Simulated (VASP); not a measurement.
Input of a VASP 6.6.1 run:

INCAR

```
SYSTEM = Au
PREC = Accurate
ENCUT = 520
EDIFF = 1E-7
ISMEAR = 1
SIGMA = 0.1
LREAL = .False.
LASPH = .True.
NELM = 80
ALGO = Normal
ISIF = 2
LWAVE = .False.
LCHARG = .False.
LMAXMIX = 4
GGA = PE
KPAR = 4
```

KPOINTS

```
regular mesh
0
Gamma
  16 16 16
  0 0 0
```

Contents of POSCAR:

```
Au                                      
1.0
    0.0000000000      2.0408538054      2.0408538054
    2.0408538054      0.0000000000      2.0408538054
    2.0408538054      2.0408538054      0.0000000000
  Au            
     1
Direct
     0.0000000000000000    0.0000000000000000    0.0000000000000000
```

Contents of KPOINTS_OPT:

```
explicit points
202
Reciprocal
 0.0000000000  0.0000000000  0.0000000000 1
 0.0555555556  0.0000000000  0.0555555556 1
 0.1111111111  0.0000000000  0.1111111111 1
 0.1666666667  0.0000000000  0.1666666667 1
 0.2222222222  0.0000000000  0.2222222222 1
 0.2777777778  0.0000000000  0.2777777778 1
[... 194 lines left out ...]
 0.4919843700  0.0080156300  0.5000000000 1
 0.5080156300 -0.0080156300  0.5000000000 1
```

Potentials or basis: VASP PAW PBE potentials, release 64 (Au).

The run is started by

```sh
$ cat potpaw_PBE.64/Au/POTCAR > POTCAR
$ mpirun -np 4 vasp_std > vasp.out
```

Task: Predict the band gap along the path.

Result: None (metal or under the smearing width).

Task: Estimate the pressure.

Result: 8.9 GPa.

Levels at the corners of the path, in eV from the Fermi level:
```csv
point,band 2,band 3,band 4,band 5,band 6,band 7,band 8,band 9
Γ,-4.68,-4.68,-4.68,-3.16,-3.16,14.55,18.56,18.56
X,-6.74,-2.00,-1.63,-1.63,1.04,5.82,10.04,10.04
X,-6.74,-2.00,-1.63,-1.63,1.04,5.82,10.04,10.04
W,-5.15,-5.15,-3.31,-1.62,4.77,6.34,6.34,9.47
W,-5.15,-5.15,-3.31,-1.62,4.77,6.34,6.34,9.47
K,-5.82,-3.82,-2.87,-2.08,3.89,4.71,7.48,12.65
K,-5.82,-3.82,-2.87,-2.08,3.89,4.71,7.48,12.65
Γ,-4.68,-4.68,-4.68,-3.16,-3.16,14.55,18.56,18.56
Γ,-4.68,-4.68,-4.68,-3.16,-3.16,14.55,18.56,18.56
L,-4.72,-4.72,-1.95,-1.95,-0.94,3.11,14.00,17.18
L,-4.72,-4.72,-1.95,-1.95,-0.94,3.11,14.00,17.18
U,-5.82,-3.82,-2.87,-2.08,3.89,4.71,7.48,12.65
U,-5.82,-3.82,-2.87,-2.08,3.89,4.71,7.48,12.65
W,-5.15,-5.15,-3.31,-1.62,4.77,6.34,6.34,9.47
W,-5.15,-5.15,-3.31,-1.62,4.77,6.34,6.34,9.47
L,-4.72,-4.72,-1.95,-1.95,-0.94,3.11,14.00,17.18
L,-4.72,-4.72,-1.95,-1.95,-0.94,3.11,14.00,17.18
K,-5.82,-3.82,-2.87,-2.08,3.89,4.71,7.48,12.65
U,-5.82,-3.82,-2.87,-2.08,3.89,4.71,7.48,12.65
X,-6.74,-2.00,-1.63,-1.63,1.04,5.82,10.04,10.04
```

Caveat: spin-orbit coupling is left out, which moves the levels of the heavy elements.
